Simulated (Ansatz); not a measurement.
Crystal: KBr.

```xyz
2
Lattice="0.0000 3.3000 3.3000 3.3000 0.0000 3.3000 3.3000 3.3000 0.0000" Properties=species:S:1:pos:R:3 pbc="T T T"
Br    3.3000    3.3000    3.3000
K     0.0000    0.0000    0.0000
```

Base run:

```yaml
Program: Ansatz 0.2.0
Functional: HSE(alpha, omega)
Potentials_or_basis: all-electron PAW datasets made for the crystal
Cutoff: 220 eV (chosen from the basis error)
k_mesh: 4 × 4 × 4
Occupations: fermi-dirac, width 0.05 eV
Spin: no spin polarisation
```

Its results: band gap on the k mesh 5.38 eV, direct; pressure 0.5 GPa.

**Question.** After a change of settings the same cell gave: band gap on the k mesh 4.91 eV, direct; pressure 0.6 GPa. Which change was it?
A. share of exact exchange from 0.2 to 0.3
B. share of exact exchange from 0.2 to 0.5
C. share of exact exchange from 0.2 to 0.05
D. share of exact exchange from 0.2 to 0.1

**Answer.** D.
